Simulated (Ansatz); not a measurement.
# Ni2Ge (P6_3/mmc): electronic heat capacity and spin susceptibility from the density of states

The calculation used DFT PBEsol, scalar-relativistic, plane waves, PAW (Ansatz 0.2.0).

Cutoff 420 eV; k points 12×12×8 on the computed 6-atom cell (Γ-centred); Gaussian smearing, width 0.10 eV; no spin polarisation.

Relaxed cell: P6_3/mmc, a = 3.972 Å, b = 3.972 Å, c = 5.014 Å, α = 90.00°, β = 90.00°, γ = 120.00°, 6 atoms in the primitive cell. Whether it is the stable form of this composition wasn't checked.

The density of states at the Fermi level is 3.656 states/eV in the cell of 6 atoms (2 formula units; both spins, tetrahedra on a 18×18×12 mesh).

Question: What Sommerfeld coefficient and Pauli susceptibility does this give?

Answer: Per formula unit N(E_F) = 1.828 states/eV. γ = (π²/3) k_B² N(E_F) N_A = 2.357 mJ/(mol K²) per state/eV, so γ = 4.3 mJ/(mol K²), a mole of formula units. χ_P = μ_B² N(E_F) N_A = 3.23×10⁻⁵ emu/mol per state/eV gives 5.9×10⁻⁵ emu/mol. This is the bare band result: a measured γ of the same phase is as a rule larger by a factor 1 + λ from phonons and spin fluctuations, the spin part of χ is larger by the Stoner factor, and a measured χ also holds orbital and core terms. N(E_F) at one energy is sensitive to the mesh where the density of states has sharp peaks.

A ferromagnetic start lost its moments in a first run, so spin was left out; other magnetic orders weren't tried.

Cost: 1 run of about 1.2 core-minutes, on AMD EPYC 9R45 (Zen 5) (shared hosts).